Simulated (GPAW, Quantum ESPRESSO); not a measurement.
This is a calculation of Ge for Quantum ESPRESSO 7.5 (ASE script). This isn't the form of Ge at room conditions, which is diamond.

File run.py:

```python
import numpy as np
from ase.calculators.espresso import Espresso, EspressoProfile
from ase.io import read

atoms = read('Ge.xyz')

input_data = {
    'control': {'calculation': 'scf', 'prefix': 'pwscf', 'outdir': './tmp', 'tprnfor': True, 'tstress': True, 'disk_io': 'nowf'},
    'system': {'ecutwfc': 55.0, 'ecutrho': 440.0, 'nbnd': 21, 'occupations': 'smearing', 'smearing': 'fd', 'degauss': 0.00367493},
    'electrons': {'conv_thr': 4e-10, 'electron_maxstep': 120, 'mixing_beta': 0.5},
}
pseudopotentials = {'Ge': 'ge_pbe_v1.4.uspp.F.UPF'}
profile = EspressoProfile(command='pw.x', pseudo_dir='pseudo')
dft = Espresso(profile=profile, input_data=input_data, pseudopotentials=pseudopotentials, kpts=(8, 8, 8), koffset=(0, 0, 0))
atoms.calc = dft

print(f'energy {atoms.get_potential_energy():.8f} eV')
print('forces (eV/A)')
print(np.round(atoms.get_forces(), 6))
print('stress (eV/A^3, Voigt)')
print(np.round(atoms.get_stress(), 8))
print(f'Fermi level {dft.get_fermi_level():.4f} eV')
```

Ge.xyz

```xyz
2
Lattice="4.0904100000 0.0000000000 0.0000000000 -2.0452000000 3.5424000000 0.0000000000 0.0000000000 0.0000000000 3.3265800000" Properties=species:S:1:pos:R:3 pbc="T T T"
Ge     2.0452271187      1.1807881920      0.4685820588
Ge    -0.0000171187      2.3616118080      2.8579979412
```

Potentials or basis: SSSP 1.3 efficiency PBE.

Command:

```console
$ OMP_NUM_THREADS=1 python run.py
```

Task: What does the same run look like in GPAW 26.7.0? Potentials or basis there: GPAW PAW data sets (gpaw-data 1.2.1), cutoff 600 eV.

Result: As run (cutoffs and basis follow the program's own potentials, and thresholds, step limits or extra output files can differ):

POSCAR

```
Ge
1.0
    4.0904091952      0.0000000000      0.0000000000
   -2.0452045976      3.5423982749      0.0000000000
    0.0000000000      0.0000000000      3.3265800000
Ge
2
Direct
    0.6666700000      0.3333300000      0.1408600000
    0.3333366667      0.6666633333      0.8591400000
```

Potentials or basis: GPAW PAW data sets (gpaw-data 1.2.1), pw.

Command:

```console
$ OMP_NUM_THREADS=1 gpaw run POSCAR -p 'mode=PW(600),xc=PBE,kpts={size:(8,8,8),gamma:True},occupations={name:fermi-dirac,width:0.05},nbands=11,convergence={density:1e-05,energy:1e-05},maxiter=150,txt=gpaw.txt' --properties efs -w gs.gpw
```

Both were run:

|  | Quantum ESPRESSO | GPAW |
| --- | --- | --- |
| Pressure | -1.6 GPa | -1.6 GPa |

The potentials hold 28 and 8 valence electrons a cell.

Pressure is positive in compression.
